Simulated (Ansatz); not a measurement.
Write the native input for Ansatz 0.2.0 that does the following.

```yaml
Task: band structure
Functional: PBE
Potentials_or_basis: Ansatz PAW
Cutoff: "420 eV (not typed: the program's choice for these potentials)"
k_mesh: 10 × 10 × 8
Occupations: fermi-dirac, width 0.05 eV
Spin: spin-orbit coupling, no magnetisation
Path: "[[\"G\", \"M\", \"K\", \"G\", \"A\", \"L\", \"H\", \"A\"], [\"L\", \"M\"], [\"K\", \"H\"]]"
Points_for_each_segment_of_the_path: 14
```

The system is HfB2.

```xyz
3
Lattice="3.1400 0.0000 0.0000 -1.5700 2.7193 0.0000 0.0000 0.0000 3.4800" Properties=species:S:1:pos:R:3 pbc="T T T"
Hf    0.0000    0.0000    0.0000
B     1.5700    0.9064    1.7400
B     0.0000    1.8129    1.7400
```

The input as run:

input.yaml

```yaml
crystal:
  lattice:
    - [3.14, 0.0, 0.0]
    - [-1.57, 2.7193197679, 0.0]
    - [0.0, 0.0, 3.48]
  atoms:
    - { symbol: Hf, position: [0.0, 0.0, 0.0] }
    - { symbol: B, position: [0.6666666667, 0.3333333333, 0.5] }
    - { symbol: B, position: [0.3333333333, 0.6666666667, 0.5] }
hamiltonian:
  xc: pbe
  pseudopotentials: { kind: paw_fr }
magnetization:
  noncollinear: true
  spin_orbit: true
kpoints:
  mp_grid: { grid: [10, 10, 8] }
  band_path:
    path:
      - [[0.0, 0.0, 0.0], [0.5, 0.0, 0.0], [0.3333333333, 0.3333333333, 0.0], [0.0, 0.0, 0.0], [0.0, 0.0, 0.5], [0.5, 0.0, 0.5], [0.3333333333, 0.3333333333, 0.5], [0.0, 0.0, 0.5]]
      - [[0.5, 0.0, 0.5], [0.5, 0.0, 0.0]]
      - [[0.3333333333, 0.3333333333, 0.0], [0.3333333333, 0.3333333333, 0.5]]
    npoints: 14
scf:
  occupations: { method: fermi_dirac, width: 0.05 }
  n_extra_bands: 7
output:
  forces: true
  stress: true
  eigenvalues: true
  fatbands: false
```

Potentials or basis: Ansatz PAW.

The run is started by

```console
$ ansatz run input.yaml --threads 2 --pin off --max-ram 5632MiB --backend cpu --events-out ev --progress --plain --runs-dir out
```

Results of the run:

| Property | Result |
| --- | --- |
| Pressure | 1.0 GPa |
| Band gap on the k mesh | none (metal or under the smearing width) |

It took 19 s on 2 threads of Intel(R) Xeon(R) Platinum 8259CL CPU @ 2.50GHz (Skylake/Cascade Lake), on a shared host, peak memory 0.57 GiB.
